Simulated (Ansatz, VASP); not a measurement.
**Na in VASP and in Ansatz**

Contents of INCAR:

```
PREC = Accurate ; ENCUT = 520
EDIFF = 1E-6 ; ISMEAR = -1
SIGMA = 0.05 ; LREAL = False
LASPH = True ; NELM = 100
ALGO = Normal ; ISIF = 2
LWAVE = False ; LCHARG = False
GGA = PS ; NBANDS = 22
```

The input KPOINTS:

```
regular mesh
0
Gamma
  7 7 2
```

POSCAR

```
Na
1.0
    3.7003831212      0.0000000000      0.0000000000
   -1.8501915606      3.2046257867      0.0000000000
    0.0000000000      0.0000000000     12.7880679708
Na
4
Direct
    0.6666666667      0.3333333333      0.7500000000
    0.0000000000      0.0000000000      0.5000000000
    0.3333333333      0.6666666667      0.2500000000
    0.0000000000      0.0000000000      0.0000000000
```

Contents of input.yaml:

```yaml
crystal:
  lattice:
    - [3.7003831212, 0.0, 0.0]
    - [-1.8501915606, 3.2046257867, 0.0]
    - [0.0, 0.0, 12.7880679708]
  atoms:
    - { symbol: Na, position: [0.6666666667, 0.3333333333, 0.75] }
    - { symbol: Na, position: [0.0, 0.0, 0.5] }
    - { symbol: Na, position: [0.3333333333, 0.6666666667, 0.25] }
    - { symbol: Na, position: [0.0, 0.0, 0.0] }
hamiltonian:
  xc: pbesol
  pseudopotentials: { kind: paw }
kpoints:
  mp_grid: { grid: [7, 7, 2] }
scf:
  occupations: { method: fermi_dirac, width: 0.05 }
output:
  forces: true
  stress: true
  eigenvalues: true
  write_density: true
  write_potential: true
  elf: true
  volumetric_format: npy
```

This isn't the form of Na at room conditions, which is bcc.

Alike in both runs: task single point; functional PBEsol; k mesh 7 × 7 × 2; occupations fermi-dirac, width 0.05 eV; no spin polarisation.

|  | VASP | Ansatz |
| --- | --- | --- |
| version | VASP 6.6.1 | Ansatz 0.2.0 |
| potentials or method | VASP PAW PBE potentials, release 64 (Na_pv) | Ansatz PAW |
| plane-wave cutoff (eV) | 520 | 420 |
| valence electrons in the cell | 28 | 36 |

```tsv
	VASP	Ansatz	Ansatz less VASP
gap on the k mesh at the Fermi level (eV)	none	none	-
pressure (GPa)	-0.3	-0.3	0.00
largest component of the traceless stress (GPa)	0.50	0.50	-0.002
```

A gap of «none» marks a metal or a gap that the smearing closes. With one functional, cell and mesh, what is left measures potentials, basis and numerics. The two sets of potentials don't hold the same shells in valence.

Caveats: the PAW data sets were made with another functional, which shifts forces and pressure a little (VASP); the PAW data sets come from PBE, with cores solved anew for the run's functional, which leaves a small shift of forces and pressure (Ansatz).
